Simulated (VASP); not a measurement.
**SiC in VASP 6.6.1, single-point calculation**

INCAR

```
GGA = CA
ISMEAR = -1
IBRION = -1
LASPH = .FALSE.
ISIF = 2
NBANDS = 11
NELM = 92
SIGMA = 0.3
LWAVE = .FALSE.
EDIFF = 1E-7
ENCUT = 520
NSW = 0
PREC = Accurate
LREAL = .FALSE.
LCHARG = .FALSE.
```

KPOINTS

```
KPOINTS created by Atomic Simulation Environment
0
Gamma
8 8 8
0 0 0
```

POSCAR

```
Si C
 1.0000000000000000
     2.5810000000000000   -0.0059000000000000   -0.0000000000000000
    -0.0059000000000000    2.6602000000000001    0.0211000000000000
    -0.0000000000000000    0.0211000000000000    2.7023999999999999
 Si  C
   1   1
Cartesian
  2.5701232199999997  0.0107171900000000  0.0128321000000000
  1.2826413800000001  1.3398710200000001  1.3658204799999998
```

The recommended LDA PAW datasets give the neutral cell 8 valence electrons.

Command

```
mpirun -np 1 vasp_std
```

OSZICAR

```
N       E                     dE             d eps       ncg     rms          rms(c)
DAV:   1     0.265928389306E+01    0.26593E+01   -0.39496E+03  6059   0.620E+02
DAV:   2    -0.126794683777E+02   -0.15339E+02   -0.14575E+02  7503   0.991E+01
DAV:   3    -0.131313703346E+02   -0.45190E+00   -0.44650E+00  7200   0.132E+01
DAV:   4    -0.131325671719E+02   -0.11968E-02   -0.11966E-02  6401   0.830E-01
DAV:   5    -0.131325700513E+02   -0.28793E-05   -0.28789E-05  7069   0.382E-02    0.523E+00
DAV:   6    -0.126114782562E+02    0.52109E+00   -0.24687E+00  6140   0.639E+00    0.229E+00
DAV:   7    -0.126047915267E+02    0.66867E-02   -0.63471E-02  6849   0.172E+00    0.118E+00
DAV:   8    -0.125995065382E+02    0.52850E-02   -0.83222E-03  6275   0.575E-01    0.123E-01
DAV:   9    -0.125993114824E+02    0.19506E-03   -0.67721E-04  7653   0.120E-01    0.465E-02
DAV:  10    -0.125993049873E+02    0.64951E-05   -0.33921E-05  6524   0.406E-02    0.103E-02
DAV:  11    -0.125993047115E+02    0.27580E-06   -0.12290E-06  7004   0.609E-03    0.460E-03
DAV:  12    -0.125993046631E+02    0.48412E-07   -0.10892E-07  3897   0.216E-03
   1 F= -.12599305E+02 E0= -.12480680E+02  d E =-.237249E+00
```

From OUTCAR

```
k-points           NKPTS =    260   k-points in BZ     NKDIM =    260   number of bands    NBANDS=     11

   NELECT =       8.0000    total number of electrons

   dimension x,y,z NGX =    20 NGY =   20 NGZ =   20
   dimension x,y,z NGXF=    40 NGYF=   40 NGZF=   40

  energy-cutoff  :      520.00
  volume of cell :       18.55
      direct lattice vectors                 reciprocal lattice vectors
     2.581000000 -0.005900000  0.000000000     0.387448691  0.000859367 -0.000006710
    -0.005900000  2.660200000  0.021100000     0.000859367  0.375936773 -0.002935267
     0.000000000  0.021100000  2.702400000    -0.000006710 -0.002935267  0.370064363

 k-points in reciprocal lattice and weights: KPOINTS created by Atomic Simulation Env
   0.00000000  0.00000000  0.00000000       0.002
   0.12500000  0.00000000  0.00000000       0.004
   0.25000000  0.00000000  0.00000000       0.004
   0.37500000  0.00000000 -0.00000000       0.004
   0.50000000  0.00000000  0.00000000       0.002
   0.00000000  0.12500000 -0.00000000       0.004
   0.12500000  0.12500000 -0.00000000       0.004
   0.25000000  0.12500000  0.00000000       0.004
   ...

 E-fermi :  11.1081

 k-point     1 :       0.0000    0.0000    0.0000
  band No.  band energies     occupation
      1      -6.2696      2.00000
      2       9.3745      1.99383
      3       9.8568      1.96960
      4      10.6795      1.61337
      5      12.3748      0.02891
      6      15.8431      0.00000
      7      16.5277      0.00000
      8      23.0831      0.00000
      9      23.5298      0.00000
     10      23.8570      0.00000
     11      30.2358      0.00000

 k-point     2 :       0.1250    0.0000    0.0000
  band No.  band energies     occupation
      1      -5.9549      2.00000
      2       8.3091      1.99982
      3       9.6106      1.98650
      4      10.0881      1.93542
      5      12.8616      0.00577
      6      16.1649      0.00000
      7      18.3802      0.00000
      8      22.4972      0.00000
      9      22.8584      0.00000
     10      23.8904      0.00000
     11      30.4367      0.00000

 k-point     3 :       0.2500    0.0000    0.0000
  band No.  band energies     occupation
      1      -5.0178      2.00000
      2       4.8233      2.00000
      3      10.2712      1.88424
      4      10.7278      1.56065
      5      13.6096      0.00048
      6      17.0960      0.00000
      7      19.2662      0.00000
      8      20.7984      0.00000
      9      21.2097      0.00000
     10      26.0437      0.00000
     11      29.1279      0.00000

 k-point     4 :       0.3750    0.0000   -0.0000
  band No.  band energies     occupation
      1      -3.4948      2.00000
      2       1.6415      2.00000
      3      11.1452      0.93829
      4      11.5639      0.35915
      5      14.6754      0.00001
      6      18.0262      0.00000
      7      18.5331      0.00000
      8      18.8772      0.00000
      9      19.4285      0.00000
     10      25.6839      0.00000
     11      29.4933      0.00000

 k-point     5 :       0.5000    0.0000    0.0000
  band No.  band energies     occupation
      1      -1.9482      2.00000
      2      -0.4707      2.00000
      3      11.6279      0.30045
      4      12.0172      0.09216
      5      15.5773      0.00000
      6      16.9902      0.00000
      7      17.9871      0.00000
      8      18.6003      0.00000
      9      19.4988      0.00000
     10      24.0106      0.00000
     11      29.5455      0.00000

 ...

  Total       -0.5103984     -0.7832426     -1.2565607     -0.0352467      0.1249707     -0.0017250
  in kB      -44.0754797    -67.6369550   -108.5103623     -3.0437318     10.7918478     -0.1489594
  external PRESSURE =     -73.4075990 kB  Pullay stress =       0.0000000 kB

 POSITION                                       TOTAL-FORCE (eV/Angst)
 -----------------------------------------------------------------------------------
      2.57012      0.01072      0.01283        -0.029959      0.057992      0.032179
      1.28264      1.33987      1.36582         0.029959     -0.057992     -0.032179
 -----------------------------------------------------------------------------------
    total drift:                               -0.000045     -0.000003     -0.000018

  FREE ENERGIE OF THE ION-ELECTRON SYSTEM (eV)
  ---------------------------------------------------
  free  energy   TOTEN  =       -12.5993046631 eV

  energy  without entropy=      -12.3620558083  energy(sigma->0) =      -12.48068024
```

It converged. Results: gap between bands v and c on the k mesh -4.64 eV (bands overlap: a metal); least direct gap on the k mesh 0.09 eV; pressure -7.3 GPa; largest force 0.07 eV/Å. Band v is the last that the valence electrons fill when counted band by band, and c is the next.

These settings aren't sound, so the numbers aren't properties of the crystal.

On sound settings LDA gives a gap of -4.64 eV on its mesh and a pressure of -8.2 GPa for the intended cell.

The run took about 13 s on one core of a shared host (Intel Xeon 6975P-C) and held 0.15 GiB at most.
